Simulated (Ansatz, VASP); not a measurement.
**Two plane-wave programs on AlFe**

File INCAR:

```
ALGO = Normal
EDIFF = 1E-7
ENCUT = 520
GGA = CA
GGA_COMPAT = False
ISIF = 2
ISMEAR = 1
LASPH = True
LCHARG = False
LMAXMIX = 4
LNONCOLLINEAR = True
LORBIT = 11
LORBMOM = True
LREAL = False
LSORBIT = True
LWAVE = False
MAGMOM = 0 0 0 0 0 3.5
NBANDS = 23
NELM = 150
PREC = Accurate
SIGMA = 0.1
```

KPOINTS

```
k-points
0
Gamma
  5 5 5
```

Contents of POSCAR:

```
AlFe
1.0
    2.9100000000      0.0000000000      0.0000000000
    0.0000000000      2.9100000000      0.0000000000
    0.0000000000      0.0000000000      2.9100000000
Al Fe
1 1
Direct
    0.0000000000      0.0000000000      0.0000000000
    0.5000000000      0.5000000000      0.5000000000
```

Input for Ansatz:

```yaml
crystal:
  lattice:
    - [2.91, 0.0, 0.0]
    - [0.0, 2.91, 0.0]
    - [0.0, 0.0, 2.91]
  atoms:
    - { symbol: Al, position: [0.0, 0.0, 0.0] }
    - { symbol: Fe, position: [0.5, 0.5, 0.5], spin: 3.5, spin_axis: [0.0, 0.0, 1.0] }
kpoints:
  mp_grid:
    grid: [5, 5, 5]
hamiltonian:
  xc: lda
magnetization:
  noncollinear: true
  spin_orbit: true
scf:
  occupations:
    method: cold
    width: 0.1
```

Alike in both runs: task single point; functional LDA; k mesh 5 × 5 × 5; non-collinear spin, spin-orbit coupling.

|  | VASP | Ansatz |
| --- | --- | --- |
| version | VASP 6.6.1 | Ansatz 0.2.0 |
| potentials or method | VASP PAW LDA potentials, release 64 (Al, Fe) | plane waves, PAW |
| plane-wave cutoff (eV) | 520 | 420 |
| occupations | methfessel-paxton of order 1, width 0.1 eV | cold, width 0.1 eV |
| valence electrons in the cell | 11 | 19 |

|  | VASP | Ansatz | Ansatz less VASP |
| --- | --- | --- | --- |
| net moment per atom (μB) | 0.44 | 0.44 | 0.000 |

The two sets of potentials don't hold the same shells in valence.

Caveats: the k mesh is coarse (spacing up to 0.43 Å⁻¹), so the values aren't converged.
